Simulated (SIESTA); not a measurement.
The system is SnO2 (Cassiterite).

```
CELL_PARAMETERS angstrom
4.73800 0.00000 0.00000
0.00000 4.73800 0.00000
0.00000 0.00000 3.18650
ATOMIC_POSITIONS crystal
Sn 0.50000 0.50000 0.50000
Sn 0.00000 0.00000 0.00000
O 0.80710 0.19290 0.50000
O 0.69290 0.69290 0.00000
O 0.19290 0.80710 0.50000
O 0.30710 0.30710 0.00000
```

Base run:

- Program: SIESTA 5.4.2
- Functional: PBEsol
- Potentials or basis: PseudoDojo 0.4 standard (PBEsol files)
- Basis: DZP (energy shift 0.002 Ry)
- Grid cutoff: 800 Ry
- Energy shift: 0.002 Ry
- k mesh: 6 × 6 × 8
- Occupations: fermi-dirac, width 0.05 eV
- Spin: no spin polarisation

Its results: band gap on the k mesh 0.86 eV, direct; pressure 12.3 GPa; largest force 0.228 eV/Å.

**Question.** The run is repeated on the same cell with these changes: functional from PBEsol to LDA; potentials or basis from PseudoDojo 0.4 standard (PBEsol files) to PseudoDojo 0.4 standard (LDA files). What comes out?

**Answer.** Band gap on the k mesh 0.84 eV, direct; pressure 6.3 GPa; largest force 0.160 eV/Å.

Caveats: semicore shells carry a single zeta, which can move pressures by several GPa and volumes by a few percent; spin-orbit coupling is left out, which moves the levels of the heavy elements; the basis of atomic orbitals isn't converged, which shifts pressures, moduli and gaps.
